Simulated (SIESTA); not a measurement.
SnO under changes of volume

One of the cells (17.769 Å³/atom); the others are scaled copies at fixed shape and fractional positions:

```
Sn O
1.0
     3.81370    0.00000    0.00000
     0.00000    3.81370    0.00000
     0.00000    0.00000    4.88691
Sn O
2 2
Direct
  0.50000 0.00000 0.76463
  0.00000 0.50000 0.23537
  0.00000 0.00000 0.00000
  0.50000 0.50000 0.00000
```

The cell is a database's computed one.

| Item | Value |
| --- | --- |
| Program | SIESTA 5.4.2 |
| Functional | PBE |
| Potentials or basis | PseudoDojo 0.4 standard (PBE files) |
| Basis | DZ (energy shift 0.01 Ry) |
| Grid cutoff | 800 Ry |
| Energy shift | 0.01 Ry |
| k mesh | 7 × 7 × 6 |
| Occupations | fermi-dirac, width 0.05 eV |
| Spin | no spin polarisation |

| volume (Å³/atom) | energy over the lowest point (meV/atom) | pressure (GPa) | gap on the mesh (eV) | largest force (eV/Å) |
| --- | --- | --- | --- | --- |
| 16.703 | 43.20 | 10.3 | 0.19 | 1.798 |
| 17.058 | 23.68 | 7.4 | 0.27 | 1.412 |
| 17.414 | 10.37 | 4.6 | 0.35 | 1.061 |
| 17.769 | ? | ? | ? | ? |
| 18.125 | 0.00 | 0.2 | 0.50 | 0.443 |
| 18.480 | 1.95 | -1.9 | 0.57 | 0.164 |
| 18.835 | 8.00 | -3.5 | 0.63 | 0.088 |

Q: What does the run at 17.769 Å³/atom give?

A: Energy over the lowest point 2.75 meV/atom; pressure 2.3 GPa; gap on the mesh 0.43 eV; largest force 0.748 eV/Å.

Worked out: A Birch-Murnaghan fit of order 3 (a polynomial in V^(-2/3)) to the other rows has its minimum at 18.15 Å³/atom with B0 = V·E''(V) = 105 GPa and B' = 4.2 at fixed shape and positions, which overstates the stiffness. It gives 2.66 meV/atom at 17.769 Å³/atom, against the run's 2.75, and -dE/dV = 2.3 GPa, against 2.3. A straight line through the other rows of the gap, of slope 3.69 eV per unit of ln V, gives 0.42 eV, against the run's 0.43.

Energies are extrapolated to zero smearing.

Caveats: the basis has no polarisation orbitals; semicore shells carry a single zeta, which can move pressures by several GPa and volumes by a few percent; spin-orbit coupling is left out, which moves the levels of the heavy elements; an odd mesh through Γ misses points on the zone boundary, where band edges often lie; the basis of atomic orbitals isn't converged, which shifts pressures, moduli and gaps; forces of over 1 eV/Å show positions far from the minimum, so gaps and moduli don't describe the material at rest (some runs).
